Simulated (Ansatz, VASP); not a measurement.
# HfO2: VASP beside Ansatz

Contents of INCAR:

```
SYSTEM = HfO2
PREC     = Accurate       ! precision mode
ENCUT    = 520            ! plane-wave cutoff, eV
EDIFF    = 1E-6           ! SCF threshold, eV
ISMEAR   = 0              ! smearing method
SIGMA    = 0.01           ! smearing width, eV
LREAL    = .FALSE.        ! projectors in reciprocal space
LASPH    = .TRUE.         ! aspherical terms in the spheres
NELM     = 100            ! most SCF steps
ALGO     = Normal         ! electronic algorithm
ISIF     = 2              ! what is computed and relaxed
LWAVE    = .FALSE.        ! write WAVECAR
LCHARG   = .FALSE.        ! write CHGCAR
IBRION   = 2              ! ionic algorithm
NSW      = 50             ! ionic steps
EDIFFG   = -0.002         ! ionic threshold
```

KPOINTS

```
regular mesh
0
G
  8 8 8
  0 0 0
```

POSCAR

```
HfO2
1.0
   -0.0125026904      2.4942867267      2.4942867267
    2.4942867267     -0.0125026904      2.4942867267
    2.4942867267      2.4942867267     -0.0125026904
Hf O
1 2
Direct
    0.0000000000      0.0000000000      0.0000000000
    0.2500000000      0.2500000000      0.2500000000
    0.7500000000      0.7500000000      0.7500000000
```

Input for Ansatz:

```yaml
crystal:
  lattice:
    - [-0.01250269036, 2.49428672667, 2.49428672667]
    - [2.49428672667, -0.01250269036, 2.49428672667]
    - [2.49428672667, 2.49428672667, -0.01250269036]
  atoms:
    - { symbol: Hf, position: [0.0, 0.0, 0.0] }
    - { symbol: O, position: [0.25, 0.25, 0.25] }
    - { symbol: O, position: [0.75, 0.75, 0.75] }
kpoints:
  mp_grid: { grid: [8, 8, 8] }
scf:
  occupations: { method: fixed }
  convergence: { dr2_threshold: 1.0e-10 }
hamiltonian:
  xc: lda
  pseudopotentials: { kind: all_electron, lapw: { basis_error: 0.0005 } }
output:
  forces: true
  stress: true
  eigenstates:
    kpoints:
      - [0.0, 0.0, 0.0]
      - [0.0, -0.5, -0.5]
      - [-0.5, 0.0, -0.5]
      - [-0.5, -0.5, 0.0]
      - [1.0e-09, -0.253781897, 0.253781902]
      - [-0.253781897, 1.0e-09, 0.253781902]
      - [-0.253781897, 0.253781902, 1.0e-09]
      - [-0.253781897, -0.507563799, -0.253781898]
      - [-0.253781897, -0.253781898, -0.507563799]
      - [-0.507563799, -0.253781897, -0.253781898]
      - [-0.5, 0.0, 0.0]
      - [0.0, -0.5, 0.0]
      - [0.0, 0.0, -0.5]
      - [-0.5, -0.5, -0.5]
relax:
  f_tol: 0.002
  max_steps: 30
```

Change from the starting cell: equal xy, yz and zx engineering shears of -0.5 %.

Alike in both runs: task relaxation of the atoms; functional LDA; k mesh 8 × 8 × 8; no spin polarisation.

|  | VASP | Ansatz |
| --- | --- | --- |
| version | VASP 6.6.1 | Ansatz 0.2.0 |
| potentials or method | VASP PAW LDA potentials, release 64 (Hf_pv, O) | all-electron LAPW, scalar-relativistic |
| plane-wave cutoff (eV) | 520 | see its input |
| occupations | gaussian, width 0.01 eV | fixed |

VASP gave:

```
gap on the k mesh at the Fermi level, each at its own relaxed structure (eV) : 3.70
```

What did Ansatz give for the same quantities?

gap on the k mesh at the Fermi level, each at its own relaxed structure (eV): 3.66.

Ansatz ran all-electron here, so the differences hold the error of VASP's frozen core and of both bases.

Caveats: spin-orbit coupling is left out, which moves the levels of the heavy elements. A k mesh can miss the band edges.
